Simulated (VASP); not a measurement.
# Al2O3 (P-3m1) in VASP: notebook

Aim: see how the results for Al2O3 move with the level of theory and the settings. Levels: HSE06, HSE03. Tasks: band structure.

All numbers are computed with VASP 6.6.1; they aren't measurements. Logs are shortened: lines on timing, memory, paths and dates and some standing lists are left out, and cuts for length are marked.

**1. Starting point**

The structure is trigonal, space group P-3m1 (No. 164). Conventional cell: a = 3.017 Å, b = 3.017 Å, c = 7.575 Å, α = 90.00°, β = 90.00°, γ = 120.00°. Around Al (site symmetry 3m) lie 4 O at 1.68 to 1.84 Å. O (site symmetry -3m) has 2 Al at 1.68 Å as nearest neighbours. O (site symmetry 3m) is surrounded by 3 Al at 1.84 Å.

Measurements of this composition are mostly on another form, of space group No. 167.

**2. Band structure, HSE06**

Contents of POSCAR:

```
Al2O3
1.0
    3.0174825440      0.0000000000      0.0000000000
   -1.5087412720      2.6132165386      0.0000000000
    0.0000000000      0.0000000000      7.5746360022
Al O
2 3
Direct
    0.0000000000      0.0000000000      0.7220490000
    0.0000000000      0.0000000000      0.2779510000
    0.0000000000      0.0000000000      0.5000000000
    0.6666666667      0.3333333333      0.8005460000
    0.3333333333      0.6666666667      0.1994540000
```

Contents of INCAR.step1:

```
  PREC = Accurate
  ENCUT = 520
  EDIFF = 1E-5
  ISMEAR = 0
  SIGMA = 0.02
  LREAL = F
  LASPH = T
  NELM = 60
  ALGO = Normal
  ISIF = 2
  LWAVE = T
  LCHARG = F
  NBANDS = 20
  GGA = PE
  KPAR = 4
```

Contents of INCAR.step2:

```
  PREC = Accurate
  ENCUT = 520
  EDIFF = 1E-7
  ISMEAR = 0
  SIGMA = 0.02
  LREAL = F
  LASPH = T
  NELM = 60
  ALGO = Normal
  ISIF = 2
  LWAVE = F
  LCHARG = F
  GGA = PE
  LHFCALC = T
  HFSCREEN = 0.2
  PRECFOCK = Fast
  NBANDS = 20
  ISTART = 1
  KPAR = 4
```

Contents of KPOINTS:

```
regular mesh
0
Gamma
  6 6 2
```

Contents of KPOINTS_OPT:

```
path GMKGALHA,LM,KH
12
line-mode
reciprocal
 0.0000000000  0.0000000000  0.0000000000  G
 0.5000000000  0.0000000000  0.0000000000  M

 0.5000000000  0.0000000000  0.0000000000  M
 0.3333333333  0.3333333333  0.0000000000  K

 0.3333333333  0.3333333333  0.0000000000  K
 0.0000000000  0.0000000000  0.0000000000  G

 0.0000000000  0.0000000000  0.0000000000  G
 0.0000000000  0.0000000000  0.5000000000  A

 0.0000000000  0.0000000000  0.5000000000  A
 0.5000000000  0.0000000000  0.5000000000  L

 0.5000000000  0.0000000000  0.5000000000  L
 0.3333333333  0.3333333333  0.5000000000  H

 0.3333333333  0.3333333333  0.5000000000  H
 0.0000000000  0.0000000000  0.5000000000  A

 0.5000000000  0.0000000000  0.5000000000  L
 0.5000000000  0.0000000000  0.0000000000  M

 0.3333333333  0.3333333333  0.0000000000  K
 0.3333333333  0.3333333333  0.5000000000  H
```

Potentials or basis: VASP PAW PBE potentials, release 64 (Al, O).

Launch:

```sh
$ cat potpaw_PBE.64/Al/POTCAR potpaw_PBE.64/O/POTCAR > POTCAR
$ cp INCAR.step1 INCAR
$ mpirun -np 4 vasp_std > vasp.out
$ cp INCAR.step2 INCAR
$ mpirun -np 4 vasp_std > vasp.out
```

OUTCAR:

```text
PREC = Accurate
   ENCUT = 520
   EDIFF = 1E-7
   ISMEAR = 0
   LREAL = F
   LASPH = T
   NELM = 60
   ISIF = 2
   GGA = PE
   LHFCALC = T
   HFSCREEN = 0.2
   PRECFOCK = Fast
   ISTART = 1

 ion  position               nearest neighbor table
   1  0.000  0.000  0.722-   3 1.68   4 1.84   4 1.84   4 1.84   2 3.36
   2  0.000  0.000  0.278-   3 1.68   5 1.84   5 1.84   5 1.84   1 3.36
   3  0.000  0.000  0.500-   1 1.68   2 1.68
   4  0.667  0.333  0.801-   1 1.84   1 1.84   1 1.84
   5  0.333  0.667  0.199-   2 1.84   2 1.84   2 1.84

  LATTYP: Found a hexagonal cell.
 ALAT       =     3.0174825440
 C/A-ratio  =     2.5102501478

  Lattice vectors:

 A1 = (   3.0174825440,   0.0000000000,   0.0000000000)
 A2 = (  -1.5087412720,   2.6132165386,   0.0000000000)
 A3 = (   0.0000000000,   0.0000000000,   7.5746360022)

Analysis of symmetry for initial positions (statically):
=====================================================================
 Subroutine PRICEL returns:
 Original cell was already a primitive cell.

 Routine SETGRP: Setting up the symmetry group for a
 hexagonal supercell.

 Subroutine GETGRP returns: Found 12 space group operations
 (whereof 12 operations were pure point group operations)
 out of a pool of 24 trial point group operations.

The static configuration has the point symmetry D_3d.

Analysis of symmetry for dynamics (positions and initial velocities):
=====================================================================
 Subroutine PRICEL returns:
 Original cell was already a primitive cell.

 Routine SETGRP: Setting up the symmetry group for a
 hexagonal supercell.

 Subroutine GETGRP returns: Found 12 space group operations
 (whereof 12 operations were pure point group operations)
 out of a pool of 24 trial point group operations.

The dynamic configuration has the point symmetry D_3d.

 Subroutine INISYM returns: Found 12 space group operations
 (whereof 12 operations are pure point group operations),
 and found     1 'primitive' translations

----------------------------------------------------------------------------------------

                                     Primitive cell

  volume of cell :      59.7285

[... 90 lines left out ...]
   ISYM   =      3    0-nonsym 1-usesym 2-fastsym
   POTIM  = 0.5000    time-step for ionic-motion
   TEBEG  =    0.0;   TEEND  =   0.0 temperature during run
   PSTRESS=    0.0 pullay stress
   NELECT =      24.0000    total number of electrons
   NUPDOWN=      -1.0000    fix difference up-down
   EMIN   =  10.00;   EMAX   =-10.00  energy-range for DOS
   EFERMI =   0.00;   METHOD = LEGACY
   ISMEAR =     0;   SIGMA  =   0.02  broadening in eV -4-tet -1-fermi 0-gaus
   EFERMI_NEDOS =   21; number of points for ismear=-14 and -15
   IALGO  =     38    algorithm
   IMIX   =      1    mixing-type and parameters
     AMIX     =   0.40;   BMIX     =  1.00
     AMIX_MAG =   1.60;   BMIX_MAG =  1.00
  volume/ion in A,a.u.               =      11.95        80.61
  Fermi-wavevector in a.u.,A,eV,Ry     =   1.208049  2.282882 19.856107  1.459383
  Thomas-Fermi vector in A             =   2.343669
   LORBIT       =      0    0 simple, 1 ext, 2 COOP (PROOUT), +10 PAW based schemes
   GGA     = PE    functional components
   LHFCALC =     T    Hartree Fock is set to
   PRECFOCK=fast      Normal, Fast or Accurate (Low or Medium for compatibility)
   ENCUT4O =  -1.0   cutoff for four orbital integrals eV
   NKREDX  =     1    reduce k-point grid by
   NKREDY  =     1    reduce k-point grid by
   NKREDZ  =     1    reduce k-point grid by
   AEXX    =    0.2500 exact exchange contribution
   HFSCREEN=    0.2000 screening length (either q_TF or 0.3 A-1)
   HFSCREENC=   0.2000 screening length for correlation (either q_TF or 0.3 A-1)
   ENCUTFOCK=  -1.0 apply spherical cutoff to Coloumb kernel
   IVDW    =     0    specifies the selected vdW correction
   LEPSILON=     F    determine dielectric tensor
   LRPA    =     F    only Hartree local field effects (RPA)
 non-spin polarized calculation
 Gauss-broadening in eV      SIGMA  =   0.02
  energy-cutoff  :      520.00
  volume of cell :       59.73
 maximum number of plane-waves:      1624
 NGX is ok and might be reduce to    24
  NGX = 14; NGY = 14; NGZ = 36

 number of electron      24.0000012 magnetization

 Free energy of the ion-electron system (eV)
  ---------------------------------------------------
  ext. energy  EPLUGINS =         0.00000000
  ---------------------------------------------------
  free energy    TOTEN  =       -43.79464127 eV

  energy without entropy =      -43.79464127  energy(sigma->0) =      -43.79464127

 E-fermi :   2.8241     XC(G=0):  -7.9901

 val. band max:        2.6431247344   @ k =   0.0000   0.0000   0.0000
 cond. band min:       6.5764319692   @ k =   0.0000   0.0000   0.0000
 fundamental gap:      3.9333072348
 Fermi energy:         2.8241178351

 k-point     1 :       0.0000    0.0000    0.0000
  band No.  band energies     occupation
      1     -18.6129      2.00000
      2     -18.4101      2.00000
      3     -15.7224      2.00000
      4      -3.5561      2.00000
      5      -2.1358      2.00000
      6      -1.2099      2.00000
[... 311 lines left out ...]
     19      15.9350      0.00000
     20      16.2783      0.00000

------------------------ aborting loop because EDIFF is reached ----------------------------------------

  FORCE on cell =-STRESS in cart. coord.  units (eV):
  Direction    XX          YY          ZZ          XY          YZ          ZX
  --------------------------------------------------------------------------------------
  -------------------------------------------------------------------------------------
  Total       -1.9402069     -1.9402069     -2.2905649     -0.0000000      0.0000000      0.0000000
  in kB      -52.0447232    -52.0447232    -61.4428353     -0.0000000      0.0000000      0.0000000
  external PRESSURE =     -55.1774273 kB  Pullay stress =       0.0000000 kB

 VOLUME and BASIS-vectors are now :
 -----------------------------------------------------------------------------
  energy-cutoff  :      520.00
  volume of cell :       59.73
      direct lattice vectors                 reciprocal lattice vectors
     3.017482544  0.000000000  0.000000000     0.331402083  0.191335082  0.000000000
    -1.508741272  2.613216539  0.000000000     0.000000000  0.382670163  0.000000000
     0.000000000  0.000000000  7.574636002     0.000000000  0.000000000  0.132019545

 POSITION                                       TOTAL-FORCE (eV/Angst)
 -----------------------------------------------------------------------------------
      0.00000      0.00000      5.46926         0.000000      0.000000     -0.239823
      0.00000      0.00000      2.10538        -0.000000      0.000000      0.239823
      0.00000      0.00000      3.78732         0.000000      0.000000      0.000000
      1.50874      0.87107      6.06384         0.000000      0.000000     -0.433069
     -0.00000      1.74214      1.51079        -0.000000      0.000000      0.433069
 -----------------------------------------------------------------------------------
    total drift:                               -0.000000      0.000000     -0.000000

  FREE ENERGIE OF THE ION-ELECTRON SYSTEM (eV)
  ---------------------------------------------------
  free  energy   TOTEN  =       -43.7946412717 eV

  energy  without entropy=      -43.7946412717  energy(sigma->0) =      -43.79464127
```

OUTCAR.step1:

```text
PREC = Accurate
   ENCUT = 520
   EDIFF = 1E-5
   ISMEAR = 0
   LREAL = F
[... 544 lines left out ...]
      0.00000      0.00000      2.10538        -0.000000     -0.000000      0.076211
      0.00000      0.00000      3.78732         0.000000      0.000000      0.000000
      1.50874      0.87107      6.06384        -0.000000      0.000000     -0.089761
     -0.00000      1.74214      1.51079         0.000000      0.000000      0.089761
 -----------------------------------------------------------------------------------
    total drift:                                0.000000      0.000000     -0.000000

  FREE ENERGIE OF THE ION-ELECTRON SYSTEM (eV)
  ---------------------------------------------------
  free  energy   TOTEN  =       -36.1913459386 eV

  energy  without entropy=      -36.1913459386  energy(sigma->0) =      -36.19134594
```

Wall time 14 min (4 MPI ranks of AMD EPYC 9R45 (Zen 5), shared host); peak memory 0.3 GiB.

What came out:

```
Free energy             : -43.7946 eV
Pressure                : -5.5 GPa
Largest force           : 0.433 eV/Å
Band gap on the k mesh  : 3.93 eV, direct
Band gap along the path : 3.93 eV, direct
```

Forces in eV/Å, atoms in the order of the input:
```
Al   0.000  0.000 -0.240
Al   0.000  0.000  0.240
O    0.000  0.000  0.000
O    0.000  0.000 -0.433
O    0.000  0.000  0.433
```

Levels at the corners of the path, in eV from the valence-band top:
```tsv
point	band 10	band 11	band 12	band 13	band 14	band 15
Γ	-2.48	0.00	0.00	3.93	6.05	9.17
M	-3.36	-1.88	-0.52	6.29	8.00	10.14
M	-3.36	-1.88	-0.52	6.29	8.00	10.14
K	-3.70	-1.50	-1.50	8.60	8.60	9.51
K	-3.70	-1.50	-1.50	8.60	8.60	9.51
Γ	-2.48	0.00	0.00	3.93	6.05	9.17
Γ	-2.48	0.00	0.00	3.93	6.05	9.17
A	-3.22	0.00	0.00	4.89	5.03	9.97
A	-3.22	0.00	0.00	4.89	5.03	9.97
L	-3.60	-1.81	-0.51	6.78	7.33	9.97
L	-3.60	-1.81	-0.51	6.78	7.33	9.97
H	-3.69	-1.57	-1.57	8.61	8.61	9.54
H	-3.69	-1.57	-1.57	8.61	8.61	9.54
A	-3.22	0.00	0.00	4.89	5.03	9.97
L	-3.60	-1.81	-0.51	6.78	7.33	9.97
M	-3.36	-1.88	-0.52	6.29	8.00	10.14
K	-3.70	-1.50	-1.50	8.60	8.60	9.51
H	-3.69	-1.57	-1.57	8.61	8.61	9.54
```

Caveat: the PAW data sets were made with another functional, which shifts forces and pressure a little.

(Part 1 of 2 ends here.)
